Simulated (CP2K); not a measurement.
Runs of CP2K 2026.2 on Bi. The structure is trigonal, space group R-3m (No. 166). Conventional cell: a = 4.535 Å, b = 4.535 Å, c = 11.814 Å, α = 90.00°, β = 90.00°, γ = 120.00°. Bi (site symmetry 3m) has 6 Bi at 3.06 to 3.52 Å as nearest neighbours. 

```csv
task,level,potentials or basis,cell,k mesh,smearing,EPS_DEFAULT,k points reduced by the point group,NGRIDS,potentials,CUTOFF of the grids,gap on the mesh (eV),pressure (GPa),relaxed volume (Å³/atom),largest force (eV/Å)
single point,PBE,POTENTIAL_UZH Bi GTH-PBE-q5; TZVP-MOLOPT-PBE-GTH basis,as given,7 × 7 × 7,fermi-dirac 0.05 eV,1.0E-10,yes,5,Bi GTH-PBE-q5 of POTENTIAL_UZH,450 Ry,(a),2.7,-,0.27
relaxation of cell and atoms,LDA,GTH_POTENTIALS Bi GTH-PADE-q5; TZVP-MOLOPT-PBE-GTH basis,relaxed,6 × 6 × 6,fermi-dirac 0.0259 eV,1.0E-9,-,5,Bi GTH-PADE-q5 of GTH_POTENTIALS,450 Ry,none,0.0,33.96,0.02
band structure,PBE,POTENTIAL_UZH Bi GTH-PBE-q5; TZVP-MOLOPT-PBE-GTH basis,as given,7 × 7 × 7,fermi-dirac 0.0259 eV,1.0E-10,yes,4,Bi GTH-PBE-q5 of POTENTIAL_UZH,450 Ry,-,2.7,-,0.27
relaxation of cell and atoms,PBE,POTENTIAL_UZH Bi GTH-PBE-q5; TZVP-MOLOPT-PBE-GTH basis,relaxed,6 × 6 × 6,fermi-dirac 0.05 eV,1.0E-9,-,5,Bi GTH-PBE-q5 of POTENTIAL_UZH,675 Ry,none,0.0,37.41,0.04
```

Alike in all rows: no spin polarisation.

Fill in the values left out.

(a) 0.28.

Caveats: the basis of atomic orbitals isn't converged, which shifts pressures, moduli and gaps; spin-orbit coupling is left out, which moves the levels of the heavy elements (some runs); spin-orbit coupling is left out, which as a rule narrows the gap of such compounds by several tenths of an eV (some runs); an odd mesh through Γ misses points on the zone boundary, where band edges often lie (some runs).

A k mesh can miss the band edges, and the runs leave out spin-orbit coupling on Bi.

A gap of «none» marks a metal or a gap under the smearing width.

Not every run made on this cell is shown here.
